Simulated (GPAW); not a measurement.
# Pd (Fm-3m) in GPAW: settings compared

One crystal, Pd, is run at these levels: LDA, WC, optPBE-vdW; tasks: equation of state, band structure.

Program: GPAW 26.7.0. These are calculated values, not measurements. Logs are shortened: lines on timing, memory, paths and dates and some standing lists are left out, and cuts for length are marked. The log counts tension as positive stress, the text compression.

## (1) The crystal as given

The structure is cubic, space group Fm-3m (No. 225). The conventional cell has a = 3.893 Å, b = 3.893 Å, c = 3.893 Å, α = 90.00°, β = 90.00°, γ = 90.00°. Pd (site symmetry m-3m) has 12 Pd at 2.75 Å as nearest neighbours.

## (2) Equation of state, LDA

File run.py:

```python
from ase.eos import EquationOfState
from ase.io import Trajectory, read
from ase.units import GPa
from gpaw import GPAW, PW

atoms = read('Pd.cif')

traj = Trajectory('eos.traj', 'w')
volumes, energies = [], []
for x in [0.94, 0.96, 0.98, 1.0, 1.02, 1.04, 1.06]:
    a = atoms.copy()
    a.set_cell(atoms.cell * x**(1 / 3), scale_atoms=True)
    calc = GPAW(mode=PW(600),
                xc='LDA',
                kpts={'size': (9, 9, 9), 'gamma': True},
                occupations={'name': 'fermi-dirac', 'width': 0.05},
                setups={'Pd': '10'},
                nbands=-9,
                convergence={'density': 1e-05, 'energy': 1e-05},
                maxiter=150,
                txt=f'eos-{x:.2f}.txt')
    a.calc = calc
    energies.append(a.get_potential_energy(force_consistent=True))
    volumes.append(a.get_volume())
    p = -a.get_stress()[:3].mean() / GPa
    calc.write(f'eos-{x:.2f}.gpw')
    traj.write(a)
    print(f'{x:.2f} {volumes[-1]:10.4f} A^3 {energies[-1]:14.6f} eV {p:9.3f} GPa', flush=True)

v0, e0, B = EquationOfState(volumes, energies, eos='birchmurnaghan').fit()
print(f'V0 = {v0:.4f} A^3, E0 = {e0:.6f} eV, B0 = {B / GPa:.2f} GPa')
```

File Pd.cif:

```cif
data_Pd
_cell_length_a 2.75276670
_cell_length_b 2.75276670
_cell_length_c 2.75276670
_cell_angle_alpha 60.00000000
_cell_angle_beta 60.00000000
_cell_angle_gamma 60.00000000
_space_group_name_H-M_alt 'P1'
_space_group_name_Hall 'P 1'
_space_group_IT_number 1
loop_
_space_group_symop_operation_xyz
'x,y,z'
loop_
_atom_site_label
_atom_site_type_symbol
_atom_site_symmetry_multiplicity
_atom_site_Wyckoff_symbol
_atom_site_fract_x
_atom_site_fract_y
_atom_site_fract_z
_atom_site_occupancy
Pd1 Pd 1 a 0.0000000000 0.0000000000 0.0000000000 1
```

Potentials or basis: the program's PAW data sets (release 1.2.1) made for this functional, other valence, pw.

The run is started by

```bash
> OMP_NUM_THREADS=1 python run.py
```

The log of the run:

```text
__  _  _
 | _ |_)|_||  |
 |__||  | ||/\| - 26.7.0

Input parameters:
  mode=PW(ecut=600.0),
  convergence={'density': 1e-05, 'energy': 1e-05},
  kpts=MonkhorstPack(size=(9, 9, 9), gamma=True),
  maxiter=150,
  nbands=-9,
  occupations=Occupations(name='fermi-dirac', width=0.05),
  setups={'Pd': '10'},
  xc=XC(name='LDA')

Diagonalizing LCAO Hamiltonian
Converting LCAO to pw mode

       Pd

Atoms  # Å, Bohr magnetons
|   | symbol |        x |        y |        z |    initial magnetic moments |
|---|--------|----------|----------|----------|-----------------------------|
| 0 |     Pd | 0.000000 | 0.000000 | 0.000000 | ( 0.0000,  0.0000,  0.0000) |

Unit cell  # Å
| periodic |        x |        y |        z |  lengths |    angles |
|----------|----------|----------|----------|----------|-----------|
|      yes | 2.696572 | 0.000000 | 0.000000 | 2.696572 | 60.000000 |
|      yes | 1.348286 | 2.335300 | 0.000000 | 2.696572 | 60.000000 |
|      yes | 1.348286 | 0.778433 | 2.201742 | 2.696572 | 60.000000 |

Number of symmetries: 48
Symmetry operations  # r_c * U_cc + t_c -> r_c
|    | kind |            matrix            |
|----|------|------------------------------|
|  0 |  σ   |  1, 0, 0,  1, 0,-1,  1,-1, 0 |
|  1 |  C2  |  1, 0, 0,  1,-1, 0,  1, 0,-1 |
|  2 |  E   |  1, 0, 0,  0, 1, 0,  0, 0, 1 |
|  3 |  σ   |  1, 0, 0,  0, 0, 1,  0, 1, 0 |
|  4 |  C4  |  1, 0,-1,  1, 0, 0,  1,-1, 0 |
|  5 |  S6  |  1, 0,-1,  1,-1, 0,  1, 0, 0 |
|  6 |  σ   |  1, 0,-1,  0, 1,-1,  0, 0,-1 |
|  7 |  C3  |  1, 0,-1,  0, 0,-1,  0, 1,-1 |
|  8 |  S6  |  1,-1, 0,  1, 0, 0,  1, 0,-1 |
|  9 |  C4  |  1,-1, 0,  1, 0,-1,  1, 0, 0 |
| 10 |  C3  |  1,-1, 0,  0,-1, 1,  0,-1, 0 |
| 11 |  σ   |  1,-1, 0,  0,-1, 0,  0,-1, 1 |
| 12 |  σ   |  0, 1, 0,  1, 0, 0,  0, 0, 1 |
| 13 |  C4  |  0, 1, 0,  0, 1,-1, -1, 1, 0 |
| 14 |  C3  |  0, 1, 0,  0, 0, 1,  1, 0, 0 |
| 15 |  S6  |  0, 1, 0, -1, 1, 0,  0, 1,-1 |
| 16 |  C2  |  0, 1,-1,  1, 0,-1,  0, 0,-1 |
| 17 |  σ   |  0, 1,-1,  0, 1, 0, -1, 1, 0 |
| 18 |  S4  |  0, 1,-1,  0, 0,-1,  1, 0,-1 |
| 19 |  C4  |  0, 1,-1, -1, 1, 0,  0, 1, 0 |
| 20 |  C3  |  0, 0, 1,  1, 0, 0,  0, 1, 0 |
| 21 |  σ   |  0, 0, 1,  0, 1, 0,  1, 0, 0 |
| 22 |  S6  |  0, 0, 1,  0,-1, 1, -1, 0, 1 |
| 23 |  C4  |  0, 0, 1, -1, 0, 1,  0,-1, 1 |
| 24 |  S4  |  0, 0,-1,  1, 0,-1,  0, 1,-1 |
| 25 |  C3  |  0, 0,-1,  0, 1,-1,  1, 0,-1 |
| 26 |  C2  |  0, 0,-1,  0,-1, 0, -1, 0, 0 |
| 27 |  S6  |  0, 0,-1, -1, 0, 0,  0,-1, 0 |
| 28 |  S4  |  0,-1, 1,  1,-1, 0,  0,-1, 0 |
| 29 |  C4  |  0,-1, 1,  0, 0, 1, -1, 0, 1 |
| 30 |  C2  |  0,-1, 1,  0,-1, 0,  1,-1, 0 |
| 31 |  σ   |  0,-1, 1, -1, 0, 1,  0, 0, 1 |
| 32 |  C3  |  0,-1, 0,  1,-1, 0,  0,-1, 1 |
| 33 |  S6  |  0,-1, 0,  0, 0,-1, -1, 0, 0 |
| 34 |  S4  |  0,-1, 0,  0,-1, 1,  1,-1, 0 |
| 35 |  C2  |  0,-1, 0, -1, 0, 0,  0, 0,-1 |
| 36 |  C2  | -1, 1, 0,  0, 1, 0,  0, 1,-1 |
| 37 |  S6  | -1, 1, 0,  0, 1,-1,  0, 1, 0 |
| 38 |  S4  | -1, 1, 0, -1, 0, 1, -1, 0, 0 |
| 39 |  C3  | -1, 1, 0, -1, 0, 0, -1, 0, 1 |
| 40 |  S6  | -1, 0, 1,  0, 0, 1,  0,-1, 1 |
| 41 |  C2  | -1, 0, 1,  0,-1, 1,  0, 0, 1 |
| 42 |  C3  | -1, 0, 1, -1, 1, 0, -1, 0, 0 |
| 43 |  S4  | -1, 0, 1, -1, 0, 0, -1, 1, 0 |
| 44 |  C2  | -1, 0, 0,  0, 0,-1,  0,-1, 0 |
| 45 |  i   | -1, 0, 0,  0,-1, 0,  0, 0,-1 |
| 46 |  σ   | -1, 0, 0, -1, 1, 0, -1, 0, 1 |
| 47 |  C2  | -1, 0, 0, -1, 0, 1, -1, 1, 0 |

BZ-sampling:
  Number of BZ points: 729
  Number of IBZ points: 35

  Monkhorst-Pack size: [9, 9, 9]
  Monkhorst-Pack shift: [0, 0, 0]

K-points  # in reciprocal-cell coordinates
|     |                                coordinates |     weight |
|-----|--------------------------------------------|------------|
|   0 | (  0.00000000,   0.00000000,   0.00000000) | 0.00137174 |
|   1 | (  0.11111111,   0.11111111,   0.00000000) | 0.00823045 |
|   2 | (  0.11111111,   0.11111111,   0.11111111) | 0.01097394 |
|   3 | (  0.22222222,   0.11111111,   0.11111111) | 0.01646091 |
|   4 | (  0.22222222,   0.22222222,   0.00000000) | 0.00823045 |
|   5 | (  0.22222222,   0.22222222,   0.11111111) | 0.03292181 |
|   6 | (  0.22222222,   0.22222222,   0.22222222) | 0.01097394 |
|   7 | (  0.33333333,   0.22222222,   0.11111111) | 0.03292181 |
|   8 | (  0.33333333,   0.22222222,   0.22222222) | 0.03292181 |
|   9 | (  0.33333333,   0.33333333,  -0.33333333) | 0.01646091 |
| ... |                                            |            |
|  34 | (  0.44444444,   0.44444444,   0.44444444) | 0.01097394 |

Plane wave coefficients: 483
Cutoff: 600.0 eV

Spin-components: 1 (collinear spins)
Bands:           14
Projectors:      6
Spin-degeneracy: 2
Datatype:        complex128

Parallelization:
  kpt:    1
  domain: 1
  band:   1

Density:
  Valence electrons: 10.0
  Components: 1
  Grid points: [16 16 16]
  Charge: 0.0  # |e|

Potential:
  Grid points: [16 16 16]

species:
  Pd:
    name:    Palladium
    Z:       46.0
    valence: 10
    core:    36
    charge:  0.0  # [|e|]
    compensation charges:
      type: gauss
      rc: 0.37  # [Å]
      lmax: 2
    cutoffs:
      filter: 2.33  # [Å]
      core: 2.96  # [Å]
    projectors
    | kind |    occ | energy [eV] | rcut [Å] |
    |------|--------|-------------|----------|
    |   5s |  0.000 |      -3.604 |    1.217 |
    |   5p |  0.000 |      -0.356 |    1.323 |
    |   4d | 10.000 |      -4.308 |    1.164 |
    |    s |        |      23.608 |    1.217 |
    |    p |        |      26.855 |    1.323 |
    |    d |        |      22.904 |    1.164 |

    Using partial waves for Pd as LCAO basis

Reference energy: -137098.078106  # eV

eigensolver:
  PPCG
  Converge bands: occupied
  niter=2

density mixing:
  MSR1-Mixer
  Pratt-step length: 0.05
  Maximum mixing coefficient: 0.75
  Old densities: 10
  SVD Regularization: 0.005
  Good broyden scale: 1.0
  Trust region scale: 1.0
  Backstep threshold: 4.0
  History deletion threshold: 6.0
  Fourier metric: weight=20.0, sigma=0.015

occupation numbers:
  Fermi-Dirac:
    width: 0.0500  # eV

poisson solver:
  ecut: 4800.0  # eV

xc functional:
  name: None

convergence criteria:
- Maximum integral of absolute [dens]ity change: 1e-05 electrons / valence electron
- Maximum [total energy] change in last 3 cyles: 1e-05 eV / valence electron
- Maximum integral of absolute [eigenst]ate change: 4e-08 eV^2 / valence electron
maximum number of iterations: 150

SCF iterations
|iter     | |      energy | eigst |  dens |
|---------|-|-------------|-------|-------|
|iter:   1| |   -6.131493 | -0.07 |       |
|iter:   2| |   -5.862157 | -2.27 | -0.77 |
|iter:   3| |   -4.957157 | -1.19 | -0.82 |
|iter:   4| |   -4.945802 | -3.75 | -1.93 |
|iter:   5| |   -4.941611 | -4.53 | -2.12 |
|iter:   6| |   -4.941610 | -6.79 | -3.69 |
|iter:   7| |   -4.941610c| -7.84c| -4.15 |
|iter:   8| |   -4.941610c| -8.42c| -4.90 |
|iter:   9| |   -4.941610c| -8.84c| -5.32c|

Converged in 9 steps
Energy contributions relative to reference atoms: (reference = -137098.078106)

Energy contributions:
  Kinetic:         -13.821308
  Coulomb:           9.325929
  Zero:              0.150465
  External:          0.000000
  Xc:               -0.588505
  Entropy:          -0.016382
  Spinorbit:         0.000000
  ----------------------------
  Free energy:      -4.949801
  Extrapolated:     -4.941610

dipole moment: (-17.880473, -10.323296, -7.299673)  # |e|*Ang

Fermi level: 10.646
Eigenvalues  # (at kpt = [0.000, 0.000, 0.000])
| band index |      eig [eV] | occ [0-2] |
|------------|---------------|-----------|
|          0 |         2.964 |     2.000 |
|          1 |         7.502 |     2.000 |
|          2 |         7.503 |     2.000 |
|          3 |         7.503 |     2.000 |
|          4 |         9.313 |     2.000 |
|          5 |         9.313 |     2.000 |
|          6 |        29.545 |     0.000 |
|          7 |        30.352 |     0.000 |
|          8 |        34.436 |     0.000 |
|          9 |        34.436 |     0.000 |
|         10 |        34.436 |     0.000 |
|         11 |        38.892 |     0.000 |
|         12 |        42.229 |     0.000 |
|         13 |        42.229 |     0.000 |

No gap
No difference between direct/indirect transitions

Stress tensor  # eV/Ang^3
|         x |         y |         z |
|-----------|-----------|-----------|
| -0.031639 |  0.000000 |  0.000000 |
| -0.000000 | -0.031639 |  0.000000 |
|  0.000000 |  0.000000 | -0.031639 |

# Writing to eos-0.94.gpw (mode='')
```

eos-0.98.txt:

```text
SCF iterations
|iter     | |      energy | eigst |  dens |
|---------|-|-------------|-------|-------|
|iter:   1| |   -6.180286 | -0.11 |       |
|iter:   2| |   -5.892769 | -2.27 | -0.75 |
|iter:   3| |   -4.962678 | -1.16 | -0.81 |
|iter:   4| |   -4.951711 | -3.72 | -1.91 |
|iter:   5| |   -4.947856 | -4.56 | -2.11 |
|iter:   6| |   -4.947854 | -6.73 | -3.64 |
[... 35 lines left out ...]
|         10 |        33.301 |     0.000 |
|         11 |        37.713 |     0.000 |
|         12 |        40.633 |     0.000 |
|         13 |        40.633 |     0.000 |

No gap
No difference between direct/indirect transitions

Stress tensor  # eV/Ang^3
|         x |        y |         z |
|-----------|----------|-----------|
|  0.030052 | 0.000000 | -0.000000 |
|  0.000000 | 0.030052 | -0.000000 |
| -0.000000 | 0.000000 |  0.030052 |

# Writing to eos-0.98.gpw (mode='')
```

Run time: 19 s. Hardware: 1 thread of AMD EPYC 9R14 (Zen 4), shared host; peak memory 0.15 GiB.

What came out:

```
Equilibrium volume                      : 14.27 Å³/atom
Bulk modulus                            : 227 GPa
Pressure derivative of the bulk modulus : 5.3
```

Energy against volume, from the lowest point:
```tsv
volume (Å³/atom)	energy (meV/atom)
13.865	8.07
14.160	0.00
14.455	1.12
14.750	9.92
15.045	26.00
15.340	48.15
15.635	75.58
```

LDA usually gives volumes a few per cent too small. Zero-point motion and thermal expansion aren't in these numbers.

(Part 1 of 2 ends here.)
